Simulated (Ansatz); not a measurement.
The system is MnO2.

```
Mn O
1.0
     2.90416    0.00000    0.00000
     0.00000    3.84481    0.00000
     0.00000    0.00000    6.16426
Mn O
2 4
Cartesian
  1.4521 1.9224 2.1162
  0.0000 0.0000 4.0481
  1.4521 0.0000 5.1630
  0.0000 1.9224 1.0013
  1.4521 0.0000 2.6001
  0.0000 1.9224 3.5642
```

Measurements of this composition are mostly on another form, of space group No. 136.

| Property | Result |
| --- | --- |
| Program | Ansatz 0.2.0 |
| Task | single point |
| Functional | PBE |
| Potentials or basis | Ansatz PAW |
| Cutoff | 420 eV (not typed: the program's choice for these potentials) |
| k mesh | 9 × 7 × 5 |
| Occupations | fermi-dirac, width 0.05 eV |
| Spin | collinear spin, ferromagnetic start |
| Starting moments | [4.0, 4.0, 0.0, 0.0, 0.0, 0.0] μB |

On this cell: pressure -7.2 GPa; largest force 0.796 eV/Å; net moment 6.00 μB per cell; site moments Mn +2.41; O +0.12, +0.00 μB; band gap on the k mesh none (metal or under the smearing width).

The same run follows on a disturbed copy (atoms moved at random, drawn with an rms of 0.05 Å):

```
Mn O
1.0
     2.90416    0.00000    0.00000
     0.00000    3.84481    0.00000
     0.00000    0.00000    6.16426
Mn O
2 4
Direct
  0.49505 0.50199 0.34126
  0.02151 0.00187 0.65767
  0.50157 0.01289 0.84113
  0.00010 0.50048 0.16668
  0.48551 0.00480 0.42615
  0.00061 0.50520 0.57962
```

Task: What changes?

Result: The energy (extrapolated to zero smearing) moves by +6.6 meV/atom; pressure -6.2 GPa; largest force 0.970 eV/Å; net moment 6.00 μB per cell; site moments Mn +2.38, +2.37; O +0.12, +0.00, -0.00 μB; band gap on the k mesh none (metal or under the smearing width).

Forces in eV/Å, atoms in the order of the input:
```
Mn   0.065  0.023  0.485
Mn  -0.613  0.192  0.704
O    0.222 -0.159 -0.931
O   -0.161  0.030  0.179
O    0.447 -0.067 -0.310
O    0.040 -0.018 -0.128
```

Stress tensor (GPa, compression positive):
```
-9.55  0.00 -0.17
 0.00 -5.45 -0.37
-0.17 -0.37 -3.69
```

Caveats: semilocal functionals often make such compounds metallic where correlation or magnetic order opens a gap, which also shifts bond lengths; only a ferromagnetic start was run, and an antiferromagnetic order may lie lower in energy.
